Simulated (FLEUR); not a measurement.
# Sb (P6_3/mmc) in FLEUR: further runs

The runs below take Sb through band structure, with PBEsol.

All numbers are computed with FLEUR MaX-R8.1 (later development tree); they aren't measurements. Logs are shortened: lines on timing, memory, paths and dates and some standing lists are left out, and cuts for length are marked.

## 1. The crystal as given

Symmetry: P6_3/mmc, No. 194, hexagonal system. Conventional cell: a = 3.355 Å, b = 3.355 Å, c = 5.470 Å, α = 90.00°, β = 90.00°, γ = 120.00°. Around Sb (site symmetry -6m2) lie 12 Sb at 3.35 Å.

This isn't the form of Sb at room conditions, which is rhombohedral.

## 2. Band structure, PBEsol

inp.xml reads:

```xml
<?xml version="1.0" encoding="UTF-8" standalone="no"?>
<fleurInput fleurInputVersion="0.39">
   <comment>
      Sb                                                                                                  
   </comment>
   <calculationSetup>
      <cutoffs Kmax="4.1" Gmax="12.7" GmaxXC="12.7" numbands="0"/>
      <scfLoop itmax="60" minDistance="0.00001" maxIterBroyd="15" imix="Anderson" alpha="0.05" precondParam="0.0" spinf="2.0" sdNocoIR="T"/>
      <coreElectrons ctail="T" frcor="F" kcrel="0" coretail_lmax="0"/>
      <xcFunctional name="PBEs" relativisticCorrections="F"/>
      <magnetism jspins="1"/>
      <soc l_soc="F" theta="0.0" phi="0.0" spav="F"/>
      <expertModes spex="0" secvar="F"/>
      <geometryOptimization l_f="F" forcealpha="1.0" forcemix="BFGS" epsdisp="0.00001" epsforce="0.00001"/>
      <ldaU l_linMix="F" mixParam="0.05" spinf="1.0"/>
   </calculationSetup>
   <cell>
      <bzIntegration valenceElectrons="42.0" mode="hist" fermiSmearingEnergy="0.00183747">
         <kPointListSelection listName="default-1"/>
         <!-- k-points included here -->
         <xi:include xmlns:xi="http://www.w3.org/2001/XInclude" href="kpts.xml"> </xi:include>
      </bzIntegration>
      <!-- symmetry operations included here -->
      <xi:include xmlns:xi="http://www.w3.org/2001/XInclude" href="sym.xml"> </xi:include>
      <bulkLattice scale="1.0">
         <bravaisMatrix>
            <row-1>    6.3391475472460419     0.0000000000000000     0.0000000000000000</row-1>
            <row-2>   -3.1695737736230210     5.4898628142036516     0.0000000000000000</row-2>
            <row-3>    0.0000000000000000     0.0000000000000000    10.3371054860639173</row-3>
         </bravaisMatrix>
      </bulkLattice>
   </cell>
   <atomSpecies>
      <species name="Antimony (Sb)" element="Sb" atomicNumber="51">
         <mtSphere radius="2.66" gridPoints="879" logIncrement="0.015"/>
         <atomicCutoffs lmax="10" lnonsphr="10"/>
         <electronConfig flipSpins="F">
            <coreConfig>(1s1/2) (2s1/2) (2p1/2) (2p3/2) (3s1/2) (3p1/2) (3p3/2) (4s1/2) (3d3/2) (3d5/2)</coreConfig>
            <valenceConfig>(4p1/2) (4p3/2) (5s1/2) (4d3/2) (4d5/2) (5p1/2) (5p3/2)</valenceConfig>
            <stateOccupation state="(5p1/2)" spinUp="0.500000" spinDown="0.500000"/>
            <stateOccupation state="(5p3/2)" spinUp="1.000000" spinDown="1.000000"/>
         </electronConfig>
         <energyParameters s="5" p="5" d="5" f="4"/>
         <lo type="SCLO" l="1" n="4" eDeriv="0"/>
         <lo type="SCLO" l="1" n="4" eDeriv="1"/>
         <lo type="SCLO" l="2" n="4" eDeriv="0"/>
         <lo type="SCLO" l="2" n="4" eDeriv="1"/>
         <lo type="SCLO" l="0" n="5" eDeriv="2"/>
         <lo type="SCLO" l="3" n="4" eDeriv="2"/>
      </species>
   </atomSpecies>
   <atomGroups>
      <atomGroup species="Antimony (Sb)">
         <relPos label="                   1">-1.000/3.000 1.000/3.000 -1.000/4.000</relPos>
         <relPos label="                   2">1.000/3.000 -1.000/3.000 1.000/4.000</relPos>
         <force calculate="T" relaxXYZ="TTT"/>
      </atomGroup>
   </atomGroups>
   <output dos="F" band="F" slice="F">
      <checks vchk="F" cdinf="F"/>
      <bandDOS minEnergy="-.5*Htr" maxEnergy="0.5*Htr" sigma="0.015" storeEVData="T"/>
      <vacuumDOS vacdos="F" integ="F" star="F" nstars="0" locx1="0.0" locy1="0.0" locx2="0.0" locy2="0.0" nstm="0" tworkf="0.0"/>
      <unfoldingBand unfoldBand="F" supercellX="1" supercellY="1" supercellZ="1"/>
      <plotting iplot="0" polar="F">
         <plot TwoD="T" vec1="  1.0  0.0  0.0" vec2="  0.0  1.0  0.0" vec3="  0.0  0.0  1.0" zero="  0.0  0.0  0.0" file="plot"/>
      </plotting>
      <chargeDensitySlicing numkpt="0" minEigenval="0.0" maxEigenval="0.0" nnne="0" pallst="F"/>
      <specialOutput eonly="F"/>
      <moessbauerParams electricFieldGradient="T" isomerShift="T" coreHyperfine="T" valenceHyperfine="T"/>
      <magneticCircularDichroism mcd="F" energyLo="-10.0" energyUp="0.0"/>
   </output>
  <!-- We include the file relax.xml here to enable relaxations (see documentation) -->
  <xi:include xmlns:xi="http://www.w3.org/2001/XInclude" href="relax.xml"> <xi:fallback/> </xi:include>
</fleurInput>
```

crystal.txt reads:

```
Sb
&input cartesian=F /
3.3545324186  0.0000000000  0.0000000000
-1.6772662093  2.9051102923  0.0000000000
0.0000000000  0.0000000000  5.4701606500
1.8897261246
1.0 1.0 1.0

2
51 0.6666666666  0.3333333332  0.7500000000
51 0.3333333332  0.6666666666  0.2500000000

&kpt div1=9 div2=9 div3=5 gamma=T /
```

inp.xml (bands) reads:

```
<?xml version="1.0" encoding="UTF-8" standalone="no"?>
<fleurInput fleurInputVersion="0.39">
   <comment>
      Sb                                                                                                  
   </comment>
   <calculationSetup>
      <cutoffs Kmax="4.1" Gmax="12.7" GmaxXC="12.7" numbands="0"/>
      <scfLoop itmax="60" minDistance="0.00001" maxIterBroyd="15" imix="Anderson" alpha="0.05" precondParam="0.0" spinf="2.0" sdNocoIR="T"/>
      <coreElectrons ctail="T" frcor="F" kcrel="0" coretail_lmax="0"/>
      <xcFunctional name="PBEs" relativisticCorrections="F"/>
      <magnetism jspins="1"/>
      <soc l_soc="F" theta="0.0" phi="0.0" spav="F"/>
      <expertModes spex="0" secvar="F"/>
      <geometryOptimization l_f="F" forcealpha="1.0" forcemix="BFGS" epsdisp="0.00001" epsforce="0.00001"/>
      <ldaU l_linMix="F" mixParam="0.05" spinf="1.0"/>
   </calculationSetup>
   <cell>
      <bzIntegration valenceElectrons="42.0" mode="hist" fermiSmearingEnergy="0.00183747">
         <kPointListSelection listName="path-1"/>
         <!-- k-points included here -->
         <xi:include xmlns:xi="http://www.w3.org/2001/XInclude" href="kpts.xml"> </xi:include>
      </bzIntegration>
      <!-- symmetry operations included here -->
      <xi:include xmlns:xi="http://www.w3.org/2001/XInclude" href="sym.xml"> </xi:include>
      <bulkLattice scale="1.0">
         <bravaisMatrix>
            <row-1>    6.3391475472460419     0.0000000000000000     0.0000000000000000</row-1>
            <row-2>   -3.1695737736230210     5.4898628142036516     0.0000000000000000</row-2>
            <row-3>    0.0000000000000000     0.0000000000000000    10.3371054860639173</row-3>
         </bravaisMatrix>
      </bulkLattice>
   </cell>
   <atomSpecies>
      <species name="Antimony (Sb)" element="Sb" atomicNumber="51">
         <mtSphere radius="2.66" gridPoints="879" logIncrement="0.015"/>
         <atomicCutoffs lmax="10" lnonsphr="10"/>
         <electronConfig flipSpins="F">
            <coreConfig>(1s1/2) (2s1/2) (2p1/2) (2p3/2) (3s1/2) (3p1/2) (3p3/2) (4s1/2) (3d3/2) (3d5/2)</coreConfig>
            <valenceConfig>(4p1/2) (4p3/2) (5s1/2) (4d3/2) (4d5/2) (5p1/2) (5p3/2)</valenceConfig>
            <stateOccupation state="(5p1/2)" spinUp="0.500000" spinDown="0.500000"/>
            <stateOccupation state="(5p3/2)" spinUp="1.000000" spinDown="1.000000"/>
         </electronConfig>
         <energyParameters s="5" p="5" d="5" f="4"/>
         <lo type="SCLO" l="1" n="4" eDeriv="0"/>
         <lo type="SCLO" l="1" n="4" eDeriv="1"/>
         <lo type="SCLO" l="2" n="4" eDeriv="0"/>
         <lo type="SCLO" l="2" n="4" eDeriv="1"/>
         <lo type="SCLO" l="0" n="5" eDeriv="2"/>
         <lo type="SCLO" l="3" n="4" eDeriv="2"/>
      </species>
   </atomSpecies>
   <atomGroups>
      <atomGroup species="Antimony (Sb)">
         <relPos label="                   1">-1.000/3.000 1.000/3.000 -1.000/4.000</relPos>
         <relPos label="                   2">1.000/3.000 -1.000/3.000 1.000/4.000</relPos>
         <force calculate="T" relaxXYZ="TTT"/>
      </atomGroup>
   </atomGroups>
   <output dos="F" band="T" slice="F">
      <checks vchk="F" cdinf="F"/>
      <bandDOS minEnergy="-.5*Htr" maxEnergy="0.5*Htr" sigma="0.015" storeEVData="T"/>
      <vacuumDOS vacdos="F" integ="F" star="F" nstars="0" locx1="0.0" locy1="0.0" locx2="0.0" locy2="0.0" nstm="0" tworkf="0.0"/>
      <unfoldingBand unfoldBand="F" supercellX="1" supercellY="1" supercellZ="1"/>
      <plotting iplot="0" polar="F">
         <plot TwoD="T" vec1="  1.0  0.0  0.0" vec2="  0.0  1.0  0.0" vec3="  0.0  0.0  1.0" zero="  0.0  0.0  0.0" file="plot"/>
      </plotting>
      <chargeDensitySlicing numkpt="0" minEigenval="0.0" maxEigenval="0.0" nnne="0" pallst="F"/>
      <specialOutput eonly="F"/>
      <moessbauerParams electricFieldGradient="T" isomerShift="T" coreHyperfine="T" valenceHyperfine="T"/>
      <magneticCircularDichroism mcd="F" energyLo="-10.0" energyUp="0.0"/>
   </output>
  <!-- We include the file relax.xml here to enable relaxations (see documentation) -->
  <xi:include xmlns:xi="http://www.w3.org/2001/XInclude" href="relax.xml"> <xi:fallback/> </xi:include>
</fleurInput>
```

Potentials or basis: all-electron, FLAPW.

Command:

```bash
> inpgen -f crystal.txt -profile fastHighL
> # inp.xml edited to the form shown
> fleur_MPI
> fleur_MPI   # second run, on inp.xml (bands)
```

Standard output:

```text
Welcome to FLEUR        (www.flapw.de)
      MaX-Release 8.1          (www.max-centre.eu)

 ========== k-point set info ==========
 Selected k-point list: default-1
 k-point list type: mesh
 9 x 9 x 5
 Number of k points: 36

 ------------Calculation Setup---------------------------
 Number of MPI-tasks      :            1
 Number of PE/node        :            1
 Number of OMP-threads    :            1
 Most efficient MPI parallelization for:
           1           2           3           4           6           9          12          18          36
 Additional eigenvalue parallelization possible
 Number of basis functions:          514
 Approximate size of matrices (H+S) per k-point:         0.004 GB
 --------------------------------------------------------
 Iteration:     1   Distance:       4.74412437 me/bohr^3
 Iteration:     2   Distance:       4.43814638 me/bohr^3
 Iteration:     3   Distance:       1.32102792 me/bohr^3
 Iteration:     4   Distance:       0.12433145 me/bohr^3
 Iteration:     5   Distance:       0.11160530 me/bohr^3
 Iteration:     6   Distance:       0.00939693 me/bohr^3
 Iteration:     7   Distance:       0.00221725 me/bohr^3
 Iteration:     8   Distance:       0.00182142 me/bohr^3
 Iteration:     9   Distance:       0.00007540 me/bohr^3
 Iteration:    10   Distance:       0.00004540 me/bohr^3
 Iteration:    11   Distance:       0.00002041 me/bohr^3
 Iteration:    12   Distance:       0.00000081 me/bohr^3

 ********************************************************************
 Run finished successfully
 Stop message:
   all done
 ********************************************************************
```

output (bands):

```text
Welcome to FLEUR        (www.flapw.de)
      MaX-Release 8.1          (www.max-centre.eu)

 ========== k-point set info ==========
 Selected k-point list: path-1
 k-point list type: path
 Number of k points: 60

 ------------Calculation Setup---------------------------
 Number of MPI-tasks      :            1
 Number of PE/node        :            1
 Number of OMP-threads    :            1
 Most efficient MPI parallelization for:
           1           2           3           4           5           6          10          12          15          20          30          60
 Additional eigenvalue parallelization possible
 Number of basis functions:          514
 Approximate size of matrices (H+S) per k-point:         0.004 GB
 --------------------------------------------------------
 Fermi energy correction for metals:
 Fermi energy in bands.* files may not be consistent with last density.
 Please correct it manually (e.g. in band.gnu file).

 Note: Band structure data (together with different weights) is also stored in the banddos.hdf file.
       A convenient way of extracting and plotting the data from that file is by making use of the

 ********************************************************************
 Run finished successfully
 Stop message:
   Charge density postprocessing done.
 ********************************************************************
```

out.xml (last iteration):

```text
<iteration numberForCurrentRun="   12" overallNumber="   12">
         <energyParameters units="Htr">
            <atomicEP atomType="1" spin="1" branch="5s" branchLowest="-4.99" branchHighest="0.52" value="-0.0390879440"/>
            <atomicEP atomType="1" spin="1" branch="5p" branchLowest="-3.26" branchHighest="1.14" value="0.2215640440"/>
            <atomicEP atomType="1" spin="1" branch="5d" branchLowest="-0.74" branchHighest="2.23" value="0.4484452286"/>
            <atomicEP atomType="1" spin="1" branch="4f" branchLowest="-9.99" branchHighest="1.71" value="0.6015337286"/>
            <loAtomicEP atomType="1" spin="1" branch="4p" branchLowest="-27.06" branchHighest="-3.26" value="-3.2702977499"/>
            <loAtomicEP atomType="1" spin="1" branch="4p" branchLowest="-27.06" branchHighest="-3.26" value="-3.2702977499"/>
            <loAtomicEP atomType="1" spin="1" branch="4d" branchLowest="-18.47" branchHighest="-0.74" value="-0.7553675816"/>
            <loAtomicEP atomType="1" spin="1" branch="4d" branchLowest="-18.47" branchHighest="-0.74" value="-0.7553675816"/>
            <loAtomicEP atomType="1" spin="1" branch="5s" branchLowest="-4.99" branchHighest="0.52" value="-0.0390879440"/>
            <loAtomicEP atomType="1" spin="1" branch="4f" branchLowest="-9.99" branchHighest="1.71" value="0.6015346318"/>
         </energyParameters>
         <eigenvalues>
            <eigenvaluesAt spin="1" ikpt="1" k_x="0.00000000" k_y="0.00000000" k_z="0.00000000">
                      -3.2605806340       -3.2605246789       -3.2602228521       -3.2602228521       -3.2602125069
                      -3.2602125069       -0.7594770842       -0.7591387023       -0.7588061489       -0.7588061489
                      -0.7586435249       -0.7586435249       -0.7584608298       -0.7584608298       -0.7565466165
                      -0.7565466165       -0.1631193453       -0.0221254890        0.0989806630        0.4475886802
                       0.4475886802        0.5082090526        0.5082090526        0.5168838778        0.6042412060
                       0.6487418300        0.6979820513        0.6979820513        0.7236015689        0.7496361034
                       0.7639109343        0.7639109343        0.7850866796
            </eigenvaluesAt>
            <eigenvaluesAt spin="1" ikpt="2" k_x="0.00000000" k_y="0.00000000" k_z="0.20000000">
                      -3.2605752893       -3.2605300907       -3.2602218618       -3.2602218618       -3.2602134871
                      -3.2602134871       -0.7594410056       -0.7591658555       -0.7590004895       -0.7590004895
[... 48 lines left out ...]
            <spinDependentCharge spin="1" total="102.0000000" interstitial="3.9441922" mtSpheres="98.0558078"/>
            <totalCharge value="101.9999999935"/>
         </allElectronCharges>
         <moessbauerParams unitsHFF="kG" unitsIS="e/bohr^3" unitsEFG="Htr/bohr^2">
            <coreIsomerShift atomType="1" isTotal="212345.45126">
               <shell n="1" l="0" isomerShift="184705.68620"/>
               <shell n="2" l="0" isomerShift="21815.97837"/>
               <shell n="2" l="1" isomerShift="549.68730"/>
               <shell n="3" l="0" isomerShift="4273.88822"/>
               <shell n="3" l="1" isomerShift="116.57302"/>
               <shell n="4" l="0" isomerShift="883.63813"/>
               <shell n="3" l="2" isomerShift="0.00002"/>
            </coreIsomerShift>
            <isomerShift atomType="1" nucleusRadius="0.0001171" averageDensity="212446.98646"/>
            <electricFieldGradient atomType="1" VXX="-0.11164" VYY="-0.11164" VZZ="0.22328" asymParam="0.00000">
            </electricFieldGradient>
         </moessbauerParams>
         <totalEnergy                                    value="   -12961.5314418415" units="Htr">
            <sumOfEigenvalues                            value="    -7842.0741317883">
               <coreElectrons value="-7788.9733666940"/>
               <valenceElectrons value="-53.1007650943"/>
            </sumOfEigenvalues>
            <densityCoulombPotentialIntegral value="-21074.5003861830"/>
            <densityEffectivePotentialIntegral value="-21515.9947369588"/>
            <chargeDenXCDenIntegral value="-335.7703832565"/>
            <FockExchangeEnergyValence value="0.0000000000"/>
            <FockExchangeEnergyCore value="0.0000000000"/>
            <atomTypeDependentContributions atomType="1">
               <electronNucleiInteractionDifferentMTs value="15710.2841995187"/>
               <MadelungTerm value="-52.1472711453"/>
            </atomTypeDependentContributions>
            <tkbTimesEntropy value="0.0004411480"/>
            <freeEnergy value="-12961.5318829895"/>
            <extrapolationTo0K value="-12961.5316624155"/>
         </totalEnergy>
         <densityConvergence units="me/bohr^3">
            <chargeDensity spin="1" distance="0.0000008099"/>
         </densityConvergence>
      </iteration>
```

Run time: 47 s. Hardware: 1 thread of Arm Neoverse V1, shared host; peak memory 0.07 GiB.

Results:

```
Free energy                                           : -352701.2504 eV
Band gap along the path                               : none (metal or under the smearing width)
Valence electrons inside the program's atomic spheres : Sb 19.03 (radii Sb 2.66 bohr)
```

Levels at the corners of the path, in eV from the Fermi level:
```tsv
point	band 16	band 17	band 18	band 19	band 20	band 21	band 22	band 23	band 24	band 25
Γ	-29.07	-12.92	-9.08	-5.79	3.70	3.70	5.35	5.35	5.58	7.96
M	-29.05	-9.31	-8.01	-4.26	-2.99	-2.20	-0.06	0.47	3.78	4.59
K	-29.07	-8.08	-8.08	-4.40	-2.10	-2.10	-0.95	-0.68	-0.68	3.65
Γ	-29.07	-12.92	-9.08	-5.79	3.70	3.70	5.35	5.35	5.58	7.96
A	-29.09	-11.68	-11.68	-0.71	-0.71	4.51	4.51	4.51	4.51	8.90
L	-29.05	-8.43	-8.43	-5.28	-5.28	1.72	1.72	1.91	1.91	5.96
H	-29.07	-7.77	-7.77	-4.21	-4.21	-3.17	-3.17	3.14	3.14	7.74
A	-29.09	-11.68	-11.68	-0.71	-0.71	4.51	4.51	4.51	4.51	8.90
L	-29.05	-8.43	-8.43	-5.28	-5.28	1.72	1.72	1.91	1.91	5.96
M	-29.05	-9.31	-8.01	-4.26	-2.99	-2.20	-0.06	0.47	3.78	4.59
K	-29.07	-8.08	-8.08	-4.40	-2.10	-2.10	-0.95	-0.68	-0.68	3.65
H	-29.07	-7.77	-7.77	-4.21	-4.21	-3.17	-3.17	3.14	3.14	7.74
```

Core levels (eV from the Fermi level):
| atom | levels |
| --- | --- |
| 1 Sb | 1s1/2 -30265.8, 2s1/2 -4600.9, 2p1/2 -4304.7, 2p3/2 -4053.0, 3s1/2 -898.4, 3p1/2 -777.3, 3p3/2 -730.9, 4s1/2 -144.2, 3d3/2 -516.8, 3d5/2 -507.2 |
| 2 Sb | 1s1/2 -30265.8, 2s1/2 -4600.9, 2p1/2 -4304.7, 2p3/2 -4053.0, 3s1/2 -898.4, 3p1/2 -777.3, 3p3/2 -730.9, 4s1/2 -144.2, 3d3/2 -516.8, 3d5/2 -507.2 |

Caveat: spin-orbit coupling is left out, which moves the levels of the heavy elements.

(Part 1 of 2 ends here.)
